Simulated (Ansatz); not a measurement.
# O: one input, then a changed one

The geometry is COD entry 9017498, unchecked; take it as a test cell.

First run: DFT, PBE, all-electron PAW with datasets made for the crystal, scalar-relativistic (Ansatz 0.2.0).

Command: `ansatz run input.yaml --threads 1 --pin off --max-ram 4096MiB --backend cpu --events-out ev --progress --plain --runs-dir out` The run took 32 s on 1 thread of Arm Neoverse V1, on a shared host, peak memory 0.68 GiB.

```yaml
crystal:
  lattice:
    - [2.5609995414, 0.0, 0.0]
    - [-1.2804997707, 2.2178906619, 0.0]
    - [0.0, 0.0, 6.575]
  atoms:
    - { symbol: O, position: [0.3333333333, 0.6666666667, 0.161] }
    - { symbol: O, position: [0.6666666667, 0.3333333333, 0.661] }
    - { symbol: O, position: [0.3333333333, 0.6666666667, 0.339] }
    - { symbol: O, position: [0.6666666667, 0.3333333333, 0.839] }
kpoints:
  mp_grid: { grid: [13, 13, 5] }
  band_path:
    path:
      - [0.0, 0.0, 0.0]
      - [0.5, 0.0, 0.0]
      - [0.3333333333, 0.3333333333, 0.0]
      - [0.0, 0.0, 0.0]
      - [0.0, 0.0, 0.5]
      - [0.5, 0.0, 0.5]
      - [0.3333333333, 0.3333333333, 0.5]
      - [0.0, 0.0, 0.5]
      - [0.5, 0.0, 0.5]
    npoints: 8
scf:
  occupations: { method: fermi_dirac, width: 0.03 }
hamiltonian:
  xc: pbe
  pseudopotentials: { kind: all_electron, datasets: crystal }
output:
  forces: true
  stress: true
  eigenvalues: true
  efg: { contact_densities: true }
```

Result: converged; pressure 17.18 GPa; largest force 3.083 eV/Å; no gap on the k mesh; 7 SCF iterations.

Solid oxygen carries moments on its molecules; these runs leave spin out.

The input is then changed:

```diff
@@ -10,5 +10,5 @@
     - { symbol: O, position: [0.6666666667, 0.3333333333, 0.839] }
 kpoints:
-  mp_grid: { grid: [13, 13, 5] }
+  mp_grid: { grid: [6, 6, 2] }
   band_path:
     path:
```

Q: What does the second run give?

A: It converged; energy at zero smearing -1.5 meV/atom from the first run; pressure 17.12 GPa; largest force 3.108 eV/Å; no gap on the k mesh; 6 SCF iterations. Some of these settings are too coarse for converged properties.
